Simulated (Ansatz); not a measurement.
Al2O3:

```
Al O
1.0
     3.01748    0.00000    0.00000
    -1.50874    2.61322    0.00000
     0.00000    0.00000    7.57464
Al O
2 3
Cartesian
  0.0000 0.0000 5.4693
  0.0000 0.0000 2.1054
  0.0000 0.0000 3.7873
  1.5087 0.8711 6.0638
  0.0000 1.7421 1.5108
```

Measurements of this composition are mostly on another form, of space group No. 167.

Base run:

| Property | Result |
| --- | --- |
| Program | Ansatz 0.2.0 |
| Functional | PBEsol |
| Potentials or basis | Ansatz PAW |
| Cutoff | 420 eV (not typed: the program's choice for these potentials) |
| k mesh | 10 × 10 × 4 |
| Occupations | fermi-dirac, width 0.05 eV |
| Spin | no spin polarisation |

Its results: band gap on the k mesh 2.20 eV, direct; pressure -3.7 GPa; largest force 0.185 eV/Å.

The run is repeated on the same cell with these changes: functional from PBEsol to r2SCAN; cutoff from 420 eV (not typed: the program's choice for these potentials) to 500 eV (not typed: the program's choice for these potentials). What comes out?

Band gap on the k mesh 2.96 eV, direct; pressure -5.5 GPa; largest force 0.390 eV/Å.

r2SCAN gives the wider gap, since meta-GGAs in the generalised Kohn-Sham scheme recover part of the derivative discontinuity.

Caveats: the PAW data sets come from PBE, with cores solved anew for the run's functional, which leaves a small shift of forces and pressure.
